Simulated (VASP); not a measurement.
# BaS (Fm-3m) in VASP: a series of runs, part 2 of 3

VASP 6.6.1.

## (3) Relaxation of cell and atoms, PBEsol

This run uses another cell than the first one, of 32.58 Å³/atom.

INCAR

```
PREC = Accurate
ENCUT = 600
EDIFF = 1E-6
ISMEAR = -1
SIGMA = 0.05
LREAL = False
LASPH = True
NELM = 60
ALGO = Normal
ISIF = 3
LWAVE = False
LCHARG = False
GGA = PS
IBRION = 2
NSW = 80
EDIFFG = -0.01
```

KPOINTS

```
regular mesh
0
Gamma
  7 7 7
```

POSCAR

```
BaS
1.0
    0.0000000000      3.1937500000      3.1937500000
    3.1937500000      0.0000000000      3.1937500000
    3.1937500000      3.1937500000      0.0000000000
Ba S
1 1
Direct
    0.0000000000      0.0000000000      0.0000000000
    0.5000000000      0.5000000000      0.5000000000
```

Potentials or basis: VASP PAW PBE potentials, release 64 (Ba_sv, S).

Command:

```bash
$ cat potpaw_PBE.64/Ba_sv/POTCAR potpaw_PBE.64/S/POTCAR > POTCAR
$ mpirun -np 1 vasp_std > vasp.out
```

OUTCAR:

```text
PREC = Accurate
   ENCUT = 600
   EDIFF = 1E-6
   ISMEAR = -1
   LREAL = False
   LASPH = True
   NELM = 60
   ISIF = 3
   GGA = PS
   IBRION = 2
   NSW = 80
   EDIFFG = -0.01

 ion  position               nearest neighbor table
   1  0.000  0.000  0.000-   2 3.19   2 3.19   2 3.19   2 3.19   2 3.19   2 3.19
   2  0.500  0.500  0.500-   1 3.19   1 3.19   1 3.19   1 3.19   1 3.19   1 3.19

  LATTYP: Found a face centered cubic cell.
 ALAT       =     6.3875000000

  Lattice vectors:

 A1 = (   0.0000000000,   3.1937500000,   3.1937500000)
 A2 = (   3.1937500000,   0.0000000000,   3.1937500000)
 A3 = (   3.1937500000,   3.1937500000,   0.0000000000)

Analysis of symmetry for initial positions (statically):
=====================================================================
 Subroutine PRICEL returns:
 Original cell was already a primitive cell.

 Routine SETGRP: Setting up the symmetry group for a
 face centered cubic supercell.

 Subroutine GETGRP returns: Found 48 space group operations
 (whereof 48 operations were pure point group operations)
 out of a pool of 48 trial point group operations.

The static configuration has the point symmetry O_h .

Analysis of symmetry for dynamics (positions and initial velocities):
=====================================================================
 Subroutine PRICEL returns:
 Original cell was already a primitive cell.

 Routine SETGRP: Setting up the symmetry group for a
 face centered cubic supercell.

 Subroutine GETGRP returns: Found 48 space group operations
 (whereof 48 operations were pure point group operations)
 out of a pool of 48 trial point group operations.

The dynamic configuration has the point symmetry O_h .

 Subroutine INISYM returns: Found 48 space group operations
 (whereof 48 operations are pure point group operations),
 and found     1 'primitive' translations
[... 98 lines left out ...]
   POTIM  = 0.5000    time-step for ionic-motion
   TEBEG  =    0.0;   TEEND  =   0.0 temperature during run
   PSTRESS=    0.0 pullay stress
   NELECT =      16.0000    total number of electrons
   NUPDOWN=      -1.0000    fix difference up-down
   EMIN   =  10.00;   EMAX   =-10.00  energy-range for DOS
   EFERMI =   0.00;   METHOD = LEGACY
   ISMEAR =    -1;   SIGMA  =   0.05  broadening in eV -4-tet -1-fermi 0-gaus
   EFERMI_NEDOS =   21; number of points for ismear=-14 and -15
   IALGO  =     38    algorithm
   IMIX   =      4    mixing-type and parameters
     AMIX     =   0.40;   BMIX     =  1.00
     AMIX_MAG =   1.60;   BMIX_MAG =  1.00
  volume/ion in A,a.u.               =      32.58       219.84
  Fermi-wavevector in a.u.,A,eV,Ry     =   1.025189  1.937326 14.299891  1.051012
  Thomas-Fermi vector in A             =   2.159016
   LORBIT       =      0    0 simple, 1 ext, 2 COOP (PROOUT), +10 PAW based schemes
   GGA     = PS    functional components
   LHFCALC =     F    Hartree Fock is set to
   AEXX    =    0.0000 exact exchange contribution
   IVDW    =     0    specifies the selected vdW correction
   LEPSILON=     F    determine dielectric tensor
   LRPA    =     F    only Hartree local field effects (RPA)
 conjugate gradient relaxation of ions
 non-spin polarized calculation
  energy-cutoff  :      600.00
  volume of cell :       65.15
 maximum number of plane-waves:      2186
   NGX = 17   NGY = 17   NGZ = 17

--------------------------------------- Ionic step        1  -------------------------------------------

 number of electron      16.0000001 magnetization

 Free energy of the ion-electron system (eV)
  ---------------------------------------------------
  ext. energy  EPLUGINS =         0.00000000
  ---------------------------------------------------
  free energy    TOTEN  =       -10.71821377 eV

  energy without entropy =      -10.71821377  energy(sigma->0) =      -10.71821377

------------------------ aborting loop because EDIFF is reached ----------------------------------------

  FORCE on cell =-STRESS in cart. coord.  units (eV):
  Direction    XX          YY          ZZ          XY          YZ          ZX
  --------------------------------------------------------------------------------------
  -------------------------------------------------------------------------------------
  Total       -0.2122704     -0.2122704     -0.2122704      0.0000000      0.0000000      0.0000000
  in kB       -5.2199621     -5.2199621     -5.2199621      0.0000000      0.0000000      0.0000000
  external PRESSURE =      -5.2199621 kB  Pullay stress =       0.0000000 kB
[... 59 lines left out ...]
--------------------------------------- Ionic step        3  -------------------------------------------

 number of electron      16.0000001 magnetization

 Free energy of the ion-electron system (eV)
  ---------------------------------------------------
  ext. energy  EPLUGINS =         0.00000000
  ---------------------------------------------------
  free energy    TOTEN  =       -10.71944704 eV

  energy without entropy =      -10.71944704  energy(sigma->0) =      -10.71944704

 E-fermi :   2.4159     XC(G=0):  -8.8714

 val. band max:        1.4027571223   @ k =   0.0000   0.0000   0.0000
 cond. band min:       3.4247236558   @ k =   0.4286   0.4286   0.0000
 fundamental gap:      2.0219665335
 Fermi energy:         2.4159486289

 k-point     1 :       0.0000    0.0000    0.0000
  band No.  band energies     occupation
      1     -24.5969      2.00000
      2      -9.6381      2.00000
      3      -9.6381      2.00000
      4      -9.6381      2.00000
      5      -8.9679      2.00000
      6       1.4028      2.00000
      7       1.4028      2.00000
      8       1.4028      2.00000
      9       4.8673      0.00000
     10       5.1871      0.00000
     11       5.1871      0.00000
     12       5.1871      0.00000
[... 312 lines left out ...]
  FREE ENERGIE OF THE ION-ELECTRON SYSTEM (eV)
  ---------------------------------------------------
  free  energy   TOTEN  =       -10.7194470436 eV

  energy  without entropy=      -10.7194470434  energy(sigma->0) =      -10.71944704

 reached required accuracy - stopping structural energy minimisation
```

Wall time 38 s (1 thread of Intel Xeon Platinum 8259CL at 2.50GHz (Skylake/Cascade Lake), shared host); peak memory 0.21 GiB.

What came out:

```
Free energy                           : -10.7194 eV
Relaxed volume                        : 32.20 Å³/atom
Relaxed cell                          : a = 4.499 Å, b = 4.499 Å, c = 4.499 Å, α = 60.00°, β = 60.00°, γ = 60.00°
Space group after relaxing (to 0.1 Å) : Fm-3m (No. 225)
Energy gained by relaxing             : 0.6 meV/atom
Ionic steps                           : 3
Pressure after relaxing               : 0.0 GPa
Band gap on the k mesh                : 2.02 eV (least direct gap 2.17 eV)
```

The path:
```
step  energy change (eV)  largest force (eV/Å)  pressure (GPa)  volume (Å³)
   1              0.0000                0.0000           -0.52        65.15
   2             -0.0011                0.0000            0.18        64.16
   3             -0.0012                0.0000            0.00        64.40
```

Final structure:
```
Ba S
1.0
     0.00000    3.18144    3.18144
     3.18144    0.00000    3.18144
     3.18144    3.18144    0.00000
Ba S
1 1
Direct
  0.00000 0.00000 0.00000
  0.50000 0.50000 0.50000
```

Levels at points of the mesh, in eV from the valence-band top:
| k point | band 5 | band 6 | band 7 | band 8 | band 9 | band 10 | band 11 | band 12 |
| --- | --- | --- | --- | --- | --- | --- | --- | --- |
| (0.00, 0.00, 0.00) | -10.37 | 0.00 | 0.00 | 0.00 | 3.46 | 3.78 | 3.78 | 3.78 |

Caveat: the PAW data sets were made with another functional, which shifts forces and pressure a little; spin-orbit coupling is left out, which moves the levels of the heavy elements; an odd mesh through Γ misses points on the zone boundary, where band edges can lie.

## (4) Relaxation of cell and atoms, PBEsol, target pressure 5 GPa, at which the enthalpy is minimised

This run uses another cell than the first one, of 32.58 Å³/atom.

INCAR

```
PREC = Accurate ; ENCUT = 600
EDIFF = 1E-6 ; ISMEAR = -1
SIGMA = 0.05 ; LREAL = F
LASPH = T ; NELM = 80
ALGO = Normal ; ISIF = 3
LWAVE = F ; LCHARG = F
GGA = PS ; IBRION = 2
NSW = 80 ; EDIFFG = -0.01
PSTRESS = 50.0
```

KPOINTS

```
Automatic mesh
0
Gamma
  7 7 7
```

POSCAR is that of step 3.

Potentials or basis: VASP PAW PBE potentials, release 64 (Ba_sv, S).

Command:

```bash
$ cat potpaw_PBE.64/Ba_sv/POTCAR potpaw_PBE.64/S/POTCAR > POTCAR
$ mpirun -np 1 vasp_std > vasp.out
```

OUTCAR:

```text
PREC = Accurate
   ENCUT = 600
   EDIFF = 1E-6
   ISMEAR = -1
   LREAL = F
   LASPH = T
   NELM = 80
   ISIF = 3
   GGA = PS
   IBRION = 2
   NSW = 80
   EDIFFG = -0.01
   PSTRESS = 50.0

 ion  position               nearest neighbor table
   1  0.000  0.000  0.000-   2 3.19   2 3.19   2 3.19   2 3.19   2 3.19   2 3.19
   2  0.500  0.500  0.500-   1 3.19   1 3.19   1 3.19   1 3.19   1 3.19   1 3.19

  LATTYP: Found a face centered cubic cell.
 ALAT       =     6.3875000000

  Lattice vectors:

 A1 = (   0.0000000000,   3.1937500000,   3.1937500000)
 A2 = (   3.1937500000,   0.0000000000,   3.1937500000)
 A3 = (   3.1937500000,   3.1937500000,   0.0000000000)

Analysis of symmetry for initial positions (statically):
=====================================================================
 Subroutine PRICEL returns:
 Original cell was already a primitive cell.

 Routine SETGRP: Setting up the symmetry group for a
 face centered cubic supercell.

 Subroutine GETGRP returns: Found 48 space group operations
 (whereof 48 operations were pure point group operations)
 out of a pool of 48 trial point group operations.

The static configuration has the point symmetry O_h .

Analysis of symmetry for dynamics (positions and initial velocities):
=====================================================================
 Subroutine PRICEL returns:
 Original cell was already a primitive cell.

 Routine SETGRP: Setting up the symmetry group for a
 face centered cubic supercell.

 Subroutine GETGRP returns: Found 48 space group operations
 (whereof 48 operations were pure point group operations)
 out of a pool of 48 trial point group operations.

The dynamic configuration has the point symmetry O_h .

 Subroutine INISYM returns: Found 48 space group operations
 (whereof 48 operations are pure point group operations),
 and found     1 'primitive' translations

----------------------------------------------------------------------------------------

                                     Primitive cell

  volume of cell :      65.1527

  direct lattice vectors                    reciprocal lattice vectors
     0.000000000  3.193750000  3.193750000    -0.156555773  0.156555773  0.156555773
     3.193750000  0.000000000  3.193750000     0.156555773 -0.156555773  0.156555773
[... 93 lines left out ...]
   EMIN   =  10.00;   EMAX   =-10.00  energy-range for DOS
   EFERMI =   0.00;   METHOD = LEGACY
   ISMEAR =    -1;   SIGMA  =   0.05  broadening in eV -4-tet -1-fermi 0-gaus
   EFERMI_NEDOS =   21; number of points for ismear=-14 and -15
   IALGO  =     38    algorithm
   IMIX   =      4    mixing-type and parameters
     AMIX     =   0.40;   BMIX     =  1.00
     AMIX_MAG =   1.60;   BMIX_MAG =  1.00
  volume/ion in A,a.u.               =      32.58       219.84
  Fermi-wavevector in a.u.,A,eV,Ry     =   1.025189  1.937326 14.299891  1.051012
  Thomas-Fermi vector in A             =   2.159016
   LORBIT       =      0    0 simple, 1 ext, 2 COOP (PROOUT), +10 PAW based schemes
   GGA     = PS    functional components
   LHFCALC =     F    Hartree Fock is set to
   AEXX    =    0.0000 exact exchange contribution
   IVDW    =     0    specifies the selected vdW correction
   LEPSILON=     F    determine dielectric tensor
   LRPA    =     F    only Hartree local field effects (RPA)
 conjugate gradient relaxation of ions
 non-spin polarized calculation
  energy-cutoff  :      600.00
  volume of cell :       65.15
 maximum number of plane-waves:      2186
   NGX = 17   NGY = 17   NGZ = 17

--------------------------------------- Ionic step        1  -------------------------------------------

 number of electron      16.0000001 magnetization

 Free energy of the ion-electron system (eV)
  ---------------------------------------------------
  ext. energy  EPLUGINS =         0.00000000
  ---------------------------------------------------
  free energy    TOTEN  =       -10.71821377 eV

  energy without entropy =      -10.71821377  energy(sigma->0) =      -10.71821377

 E-fermi :   2.3607     XC(G=0):  -8.8229

 val. band max:        1.3420400452   @ k =   0.0000   0.0000   0.0000
 cond. band min:       3.3846740242   @ k =   0.4286   0.4286   0.0000
 fundamental gap:      2.0426339790
 Fermi energy:         2.3607034043

 k-point     1 :       0.0000    0.0000    0.0000
  band No.  band energies     occupation
      1     -24.6931      2.00000
      2      -9.7356      2.00000
      3      -9.7356      2.00000
      4      -9.7356      2.00000
      5      -9.0104      2.00000
      6       1.3420      2.00000
      7       1.3420      2.00000
      8       1.3420      2.00000
      9       4.7507      0.00000
     10       5.1264      0.00000
     11       5.1264      0.00000
     12       5.1264      0.00000
[... 358 lines left out ...]
--------------------------------------- Ionic step        3  -------------------------------------------

 number of electron      16.0000001 magnetization

 Free energy of the ion-electron system (eV)
  ---------------------------------------------------
  ext. energy  EPLUGINS =         0.00000000
  ---------------------------------------------------
  free energy    TOTEN  =       -10.64176707 eV

  energy without entropy =      -10.64176707  energy(sigma->0) =      -10.64176707

 E-fermi :   2.8265     XC(G=0):  -9.2476

 val. band max:        1.8981205594   @ k =   0.0000   0.0000   0.0000
 cond. band min:       3.7347086347   @ k =   0.4286   0.4286   0.0000
 fundamental gap:      1.8365880753
 Fermi energy:         2.8264678960

 k-point     1 :       0.0000    0.0000    0.0000
  band No.  band energies     occupation
      1     -23.8518      2.00000
      2      -8.8762      2.00000
      3      -8.8762      2.00000
      4      -8.8762      2.00000
      5      -8.6170      2.00000
      6       1.8981      2.00000
      7       1.8981      2.00000
      8       1.8981      2.00000
      9       5.6597      0.00000
     10       5.6597      0.00000
     11       5.6597      0.00000
     12       5.8096      0.00000
[... 316 lines left out ...]
  energy  without entropy=      -10.6417670716  energy(sigma->0) =      -10.64176707

  enthalpy is  TOTEN    =        -8.8018736883 eV   P V=        1.8398933840

 reached required accuracy - stopping structural energy minimisation
```

CONTCAR:

```text
BaS
   1.00000000000000
     0.0000000000000000    3.0891173976948694    3.0891173976948694
     3.0891173976948694    0.0000000000000000    3.0891173976948694
     3.0891173976948694    3.0891173976948694    0.0000000000000000
  Ba              S
     1     1
Direct
     0.0000000000000000    0.0000000000000000    0.0000000000000000
     0.5000000000000000    0.5000000000000000    0.5000000000000000

  0.00000000E+00  0.00000000E+00  0.00000000E+00
  0.00000000E+00  0.00000000E+00  0.00000000E+00
```

Wall time 44 s (1 thread of Intel Xeon Platinum 8259CL at 2.50GHz (Skylake/Cascade Lake), shared host); peak memory 0.22 GiB.

Results:

```yaml
Free_energy: -10.6418 eV
Relaxed_volume: 29.48 Å³/atom
Relaxed_cell: a = 4.369 Å, b = 4.369 Å, c = 4.369 Å, α = 60.00°, β = 60.00°, γ = 60.00°
Space_group_after_relaxing_to_0.1_Å: Fm-3m (No. 225)
Energy_change_on_relaxing_the_run_minimises_the_enthalpy: +38.2 meV/atom
Ionic_steps: 3
Pressure_after_relaxing: 5.0 GPa
Band_gap_on_the_k_mesh: 1.84 eV (least direct gap 1.92 eV)
```

Step by step:
```
step  energy change (eV)  largest force (eV/Å)  pressure (GPa)  volume (Å³)
   1              0.0000                0.0000           -0.52        65.15
   2              0.2535                0.0000           10.17        55.13
   3              0.0764                0.0000            4.95        58.96
```

Final structure:
```
Ba S
1.0
     0.00000    3.08912    3.08912
     3.08912    0.00000    3.08912
     3.08912    3.08912    0.00000
Ba S
1 1
Direct
  0.00000 0.00000 0.00000
  0.50000 0.50000 0.50000
```

Caveat: the cell is relaxed towards a set pressure, so the run minimises the enthalpy, not the energy; the PAW data sets were made with another functional, which shifts forces and pressure a little; spin-orbit coupling is left out, which moves the levels of the heavy elements; an odd mesh through Γ misses points on the zone boundary, where band edges can lie.

(Continued in part 3 of 3.)
